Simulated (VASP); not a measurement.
# Sb (Im-3m) in VASP: notebook, part 2 of 2

VASP 6.6.1. Earlier steps stand in the parts before.

## (4) Single point, PBE

INCAR

```
SYSTEM = Sb
PREC = Normal
ENCUT = 550
EDIFF = 1E-6
ISMEAR = 0
SIGMA = 0.05
LREAL = .False.
LASPH = .True.
NELM = 100
ALGO = Normal
ISIF = 2
LWAVE = .False.
LCHARG = .False.
GGA = PE
ADDGRID = .False.
```

KPOINTS

```
Automatic mesh
0
Gamma
  7 7 7
  0 0 0
```

POSCAR

```
Sb
1.0
   -1.8488020000      1.8498240000      1.9110830000
    1.8778730000     -1.8297390000      1.9200690000
    1.8451380000      1.8260750000     -1.8909980000
Sb
1
Direct
   -0.0010080000      0.0132760000      0.0062290000
```

Potentials or basis: VASP PAW PBE potentials, release 64 (Sb).

Launch:

```
$ cat potpaw_PBE.64/Sb/POTCAR > POTCAR
$ mpirun -np 1 vasp_std > vasp.out
```

OUTCAR:

```text
SYSTEM = Sb
   PREC = Normal
   ENCUT = 550
   EDIFF = 1E-6
   ISMEAR = 0
   LREAL = .False.
   LASPH = .True.
   NELM = 100
   ISIF = 2
   GGA = PE

 Found    172 irreducible k-points:

 Following reciprocal coordinates:
            Coordinates               Weight
  0.000000  0.000000  0.000000      1.000000
  0.142857  0.000000  0.000000      2.000000
  0.285714  0.000000  0.000000      2.000000
  0.428571  0.000000  0.000000      2.000000
  0.000000  0.142857  0.000000      2.000000
  0.142857  0.142857  0.000000      2.000000
   k-points           NKPTS =    172   k-points in BZ     NKDIM =    172   number of bands    NBANDS=      6
   number of dos      NEDOS =    301   number of ions     NIONS =      1
   total plane-waves  NPLWV =   7200
   dimension x,y,z NGX =    20 NGY =   20 NGZ =   18
   dimension x,y,z NGXF=    40 NGYF=   40 NGZF=   36
   ions per type =               1
   NGX,Y,Z   is equivalent  to a cutoff of  10.26, 10.23,  9.32 a.u.
   NGXF,Y,Z  is equivalent  to a cutoff of  20.53, 20.46, 18.63 a.u.
 SYSTEM =  Sb
   PREC   = normal    normal or accurate (medium, high low for compatibility)
   ISTART =      0    job   : 0-new  1-cont  2-samecut
   ICHARG =      2    charge: 1-file 2-atom 10-const
   ISPIN  =      1    spin polarized calculation?
   LNONCOLLINEAR =      F non collinear calculations
   LSORBIT =      F    spin-orbit coupling
[... 56 lines left out ...]
 fundamental gap:      0.0330333658
 Fermi energy:         8.9365630079

 k-point     1 :       0.0000    0.0000    0.0000
  band No.  band energies     occupation
      1      -4.2545      2.00000
      2      14.2700      0.00000
      3      14.5362      0.00000
      4      14.6752      0.00000
      5      19.1276      0.00000
      6      19.3580      0.00000
[... 37 lines left out ...]
 k-point     6 :       0.1429    0.1429    0.0000
  band No.  band energies     occupation
      1      -3.0088      2.00000
      2       9.0310      0.00755
      3      10.8770      0.00000
      4      13.3078      0.00000
      5      17.6053      0.00000
      6      18.1424      0.00000

 [... further k-points ...]

------------------------ aborting loop because EDIFF is reached ----------------------------------------

  FORCE on cell =-STRESS in cart. coord.  units (eV):
  Direction    XX          YY          ZZ          XY          YZ          ZX
  --------------------------------------------------------------------------------------
  -------------------------------------------------------------------------------------
  Total        0.4717692      0.1495881      0.5926451      0.0117218     -0.0249911     -0.0031067
  in kB       28.8351014      9.1430067     36.2231826      0.7164493     -1.5274864     -0.1898830
  external PRESSURE =      24.7337636 kB  Pullay stress =       0.0000000 kB

 VOLUME and BASIS-vectors are now :
 -----------------------------------------------------------------------------
  energy-cutoff  :      550.00
  volume of cell :       26.21
      direct lattice vectors                 reciprocal lattice vectors
    -1.848802000  1.849824000  1.911083000    -0.001760844  0.270622024  0.259612708
     1.877873000 -1.829739000  1.920069000     0.266576263 -0.001149462  0.259001326
     1.845138000  1.826075000 -1.890998000     0.268894891  0.272329269 -0.003468089

 POSITION                                       TOTAL-FORCE (eV/Angst)
 -----------------------------------------------------------------------------------
     -1.81051      1.83504      1.92287        -0.000000      0.000000      0.000000
 -----------------------------------------------------------------------------------
    total drift:                               -0.000000     -0.000001     -0.000000

  FREE ENERGIE OF THE ION-ELECTRON SYSTEM (eV)
  ---------------------------------------------------
  free  energy   TOTEN  =        -3.8227532520 eV

  energy  without entropy=       -3.8212771466  energy(sigma->0) =       -3.82201520
```

OSZICAR:

```text
N       E                     dE             d eps       ncg     rms          rms(c)
DAV:   1     0.878426643747E+01    0.87843E+01   -0.17354E+03  2088   0.583E+02
DAV:   2    -0.363257810803E+01   -0.12417E+02   -0.11871E+02  2982   0.772E+01
DAV:   3    -0.382560104668E+01   -0.19302E+00   -0.19050E+00  2460   0.103E+01
DAV:   4    -0.382632280190E+01   -0.72176E-03   -0.72168E-03  2892   0.837E-01
DAV:   5    -0.382632564568E+01   -0.28438E-05   -0.28436E-05  2520   0.374E-02    0.182E+00
DAV:   6    -0.382393815045E+01    0.23875E-02   -0.18188E-03  2274   0.300E-01    0.104E+00
DAV:   7    -0.382273388271E+01    0.12043E-02   -0.38674E-03  2250   0.435E-01    0.565E-02
DAV:   8    -0.382275276579E+01   -0.18883E-04   -0.58041E-05  2748   0.738E-02    0.530E-03
DAV:   9    -0.382275325200E+01   -0.48620E-06   -0.72676E-07  2406   0.856E-03
   1 F= -.38227533E+01 E0= -.38220152E+01  d E =-.147611E-02
```

stdout:

```text
POSCAR found type information on POSCAR Sb
 POSCAR found :  1 types and       1 ions
 scaLAPACK will be used
 LDA part: xc-table for (Slater+PW92), standard interpolation
 POSCAR, INCAR and KPOINTS ok, starting setup
 FFT: planning ... GRIDC
 FFT: planning ... GRID_SOFT
 FFT: planning ... GRID
 WAVECAR not read
 entering main loop
```

Run time: 17 s. Hardware: 1 thread of AMD EPYC 7R43 (Zen 3), shared host; peak memory 0.11 GiB.

The run converged, but some of its settings lie outside the range that counts as converged, so its numbers aren't taken as properties of the crystal.

What came out:

| Item | Value |
| --- | --- |
| Free energy | -3.8228 eV |
| Pressure | 2.5 GPa |
| Band gap on the k mesh | none (metal or under the smearing width) |

## (5) Single point, PBE

INCAR: that of step 4 with these lines changed.

```diff
@@ -1,3 +1,3 @@
 SYSTEM = Sb
-PREC = Normal
+PREC = Accurate
 ENCUT = 550
@@ -6,3 +6,3 @@
 SIGMA = 0.05
-LREAL = .False.
+LREAL = Auto
 LASPH = .True.
```

KPOINTS is that of step 4.

POSCAR

```
Sb
1.0
   -1.8713408863      1.8713408863      1.8713408863
    1.8713408863     -1.8713408863      1.8713408863
    1.8713408863      1.8713408863     -1.8713408863
Sb
1
Direct
    0.0000000000      0.0000000000      0.0000000000
```

Launch:

```
$ cat potpaw_PBE.64/Sb/POTCAR > POTCAR
$ mpirun -np 1 vasp_std > vasp.out
```

Run time: 8.9 s. Hardware: 1 thread of AMD EPYC 7R43 (Zen 3), shared host; peak memory 0.11 GiB.

These settings aren't checked as converged: the numbers below hold their error.

What came out:

```yaml
Free_energy: -3.8196 eV
Pressure: 1.8 GPa
Band_gap_on_the_k_mesh: none (metal or under the smearing width)
```

## (6) The reference run

An earlier run on the cell as given: functional PBE; potentials or basis VASP PAW PBE potentials, release 64 (Sb); cutoff 520 eV; k mesh 10 × 10 × 10; occupations fermi-dirac, width 0.05 eV; no spin polarisation.

* Pressure: 3.0 GPa
* Band gap on the k mesh: none (metal or under the smearing width)
